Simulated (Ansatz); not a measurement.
The system is Be.

```
Be
1.0
     2.28530    0.00000    0.00000
    -1.14265    1.97913    0.00000
     0.00000    0.00000    3.58420
Be
2
Direct
  0.66667 0.33333 0.75000
  0.33333 0.66667 0.25000
```

```yaml
Program: Ansatz 0.2.0
Task: relaxation of cell and atoms
Functional: PBEsol
Potentials_or_basis: Ansatz PAW
Cutoff: "420 eV (not typed: the program's choice for these potentials)"
k_mesh: 13 × 13 × 8
Occupations: fermi-dirac, width 0.05 eV
Spin: no spin polarisation
```

At the start: volume 8.11 Å³/atom.

Where does the relaxation end?

It ends after 6 steps and the volume is 7.85 Å³/atom (-3.2 %); space group P6_3/mmc (No. 194, to 0.05 Å).

Step by step:
| step | energy change (eV) | largest force (eV/Å) | volume (Å³) |
| --- | --- | --- | --- |
| 1 | 0.0000 | 0.0000 | 16.21 |
| 2 | -0.0053 | 0.0000 | 15.91 |
| 3 | -0.0065 | 0.0000 | 15.68 |
| 4 | -0.0065 | 0.0000 | 15.69 |
| 5 | -0.0065 | 0.0000 | 15.69 |
| 6 | -0.0064 | 0.0000 | 15.69 |

Final structure:
```
CELL_PARAMETERS angstrom
2.26128 0.00000 0.00000
-1.13064 1.95833 0.00000
0.00000 0.00000 3.54342
ATOMIC_POSITIONS crystal
Be 0.66667 0.33333 0.75000
Be 0.33333 0.66667 0.25000
```

Caveat: the plane-wave basis is chosen anew once the cell has moved, so the energies of steps on either side of that aren't comparable; the PAW data sets come from PBE, with cores solved anew for the run's functional, which leaves a small shift of forces and pressure.
